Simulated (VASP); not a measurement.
An input for Quantum ESPRESSO's pw.x (written as the equivalent of a VASP run, and not itself run):

```
&CONTROL
  calculation = 'scf'
  pseudo_dir = './pseudo'
  outdir = './out'
  tprnfor = .true.
  tstress = .true.
/
&SYSTEM
  ibrav = 0
  nat = 6
  ntyp = 2
  ecutwfc = 84
  occupations = 'smearing'
  smearing = 'gaussian'
  degauss = 0.00735
  input_dft = 'pbe'
/
&ELECTRONS
  conv_thr = 7.3e-08
  electron_maxstep = 100
/
ATOMIC_SPECIES
  Ru 101.070 Ru.upf
  O 15.999 O.upf
CELL_PARAMETERS angstrom
     4.4327440    0.0000000    0.0000000
     0.0000000    4.4327440    0.0000000
     0.0000000    0.0000000    3.0768040
ATOMIC_POSITIONS crystal
  Ru   0.5107550  0.5068180  0.4849060
  Ru   0.0145040 -0.0107790  0.0050860
  O    0.7932010  0.1895800  0.5119500
  O    0.1984210  0.8016690  0.5087350
  O    0.2914020  0.3159340 -0.0201670
  O    0.6917180  0.6967780  0.0094910
K_POINTS automatic
  6 6 9 0 0 0
```

Translate this input to VASP (INCAR, KPOINTS, POSCAR, choice of POTCAR).

This is not unique; one that fits is 
POSCAR:
```
RuO2
1
    4.4327440000     0.0000000000     0.0000000000
    0.0000000000     4.4327440000     0.0000000000
    0.0000000000     0.0000000000     3.0768040000
Ru O
2 4
Direct
  0.5107550000   0.5068180000   0.4849060000
  0.0145040000  -0.0107790000   0.0050860000
  0.7932010000   0.1895800000   0.5119500000
  0.1984210000   0.8016690000   0.5087350000
  0.2914020000   0.3159340000  -0.0201670000
  0.6917180000   0.6967780000   0.0094910000
```

**KPOINTS**
```
K-points
0
gamma
6 6 9
0 0 0
```

**INCAR**
```
ISMEAR  =  0
ISIF  =  2   ! forces and stress, cell fixed
ALGO  =  Normal
PREC  =  Accurate
LASPH  =  .TRUE.   ! aspherical one-centre terms
EDIFF  =  1E-6
SIGMA  =  0.1   ! width (eV)
LCHARG  =  .FALSE.
LWAVE  =  .FALSE.
GGA  =  PE
LREAL  =  .FALSE.   ! projection in real space or not
ENCUT  =  400
LMAXMIX  =  4
SYSTEM  =  RuO2
NELM  =  100
```

POTCAR, in this order: Ru_pv O (PBE.64 set). Program: vasp_std.

Limits of the translation: the potentials are each code's own (VASP's PAW set, PseudoDojo norm-conserving files in pw.x), so ENCUT and ecutwfc are chosen apart and not converted; conv_thr bounds pw.x's estimated SCF error, while EDIFF bounds the energy change between steps.

The structure comes from a computed database's RuO2 entry; how it stands against other phases isn't given here. The cell was not relaxed at this level, atoms are displaced from their ideal sites.
